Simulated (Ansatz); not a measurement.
# A series in volume per atom on Zn

Equation of state of a cubic crystal from periodic Kohn-Sham density functional theory without spin; pressure corrected for the finite basis. The results are calculated, by Ansatz 0.2.0 development build.

Cell of the first row (space group Im-3m, No. 229):
```
cell vectors (Å)
  -1.5337     1.5337     1.5337
   1.5337    -1.5337     1.5337
   1.5337     1.5337    -1.5337
atoms (fractions of the cell vectors)
Zn  0.00000  0.00000  0.00000
```

Settings of every row: formula Zn; structure type bcc; functional PBE; spin treatment none; k mesh 49x49x49; occupation method fermi-dirac; occupation width 0.061225619 eV; wave cutoff 420 eV; datasets soft-1 PAW; density cutoff ratio 4.

Limits: a cubic model structure, not a phase known at ambient conditions.

```csv
row,volume per atom (Å³),energy above lowest point (meV/atom),pressure (GPa)
1,14.431,13.43,4.851
2,14.738,5.88,3.069
3,15.045,1.53,1.5
4,15.352,0,0.122
5,15.659,0.95,-1.09
6,15.966,?,?
7,16.273,9.12,-3.086
```

Question: what energy above lowest point and pressure should row 6 give?

Worked fit of energy above lowest point. Take u = (V_r/V)^(2/3) − 1 with V_r = 15.198 Å³ an atom, which is twice the finite (Eulerian) strain; such expansions in the strain, on which the Birch-Murnaghan equation of state is built, carry the rest volume and the bulk modulus. The shown rows have u = 0.03513, 0.0207, 0.00677, -0.0067, -0.01972, -0.04454. Least squares give energy above lowest point = 0.439 + 112.89 × u + 7136.2 × u² + 5061 × u³ meV/atom; a parabola predicts inner rows, each left out in turn, worse (root mean square 0.1 against 0.0034 meV/atom). All shown rows lie on it to the printed digit. Its lowest point lies at u = -0.0080, or V = 15.38 Å³ an atom, and the curvature there gives the bulk modulus at fixed shape and fractions, B = (4/9)(1 + u)² E″(u)/V = 63.9 GPa. The withheld row has u = -0.03233, so the fit gives 0.439 + 112.89 × (-0.03233) + 7136.2 × (-0.03233)² + 5061 × (-0.03233)³ = 4.08 meV/atom.

The calculation gave 4.08 meV/atom. The fit meets it to the printed digit.

Worked fit of pressure. Take u = (V_r/V)^(2/3) − 1 with V_r = 15.198 Å³ an atom, which is twice the finite (Eulerian) strain; such expansions in the strain, on which the Birch-Murnaghan equation of state is built, carry the rest volume and the bulk modulus. The shown rows have u = 0.03513, 0.0207, 0.00677, -0.0067, -0.01972, -0.04454. Least squares give pressure = 0.7911 + 102.358 × u + 361.85 × u² + 406 × u³ GPa; a parabola predicts inner rows, each left out in turn, worse (root mean square 0.0081 against 0.001 GPa). The rows lie off it by 0.000, 0.000, -0.001, 0.001, 0.000, 0.000. The pressure vanishes at u = -0.0080, or V = 15.38 Å³ an atom, and there the bulk modulus at fixed shape and fractions is B = −V dP/dV = (2/3)(1 + u) dP/du = 63.9 GPa. The withheld row has u = -0.03233, so the fit gives 0.7911 + 102.358 × (-0.03233) + 361.85 × (-0.03233)² + 406 × (-0.03233)³ = -2.154 GPa.

The calculation gave -2.154 GPa. The fit meets it to the printed digit.
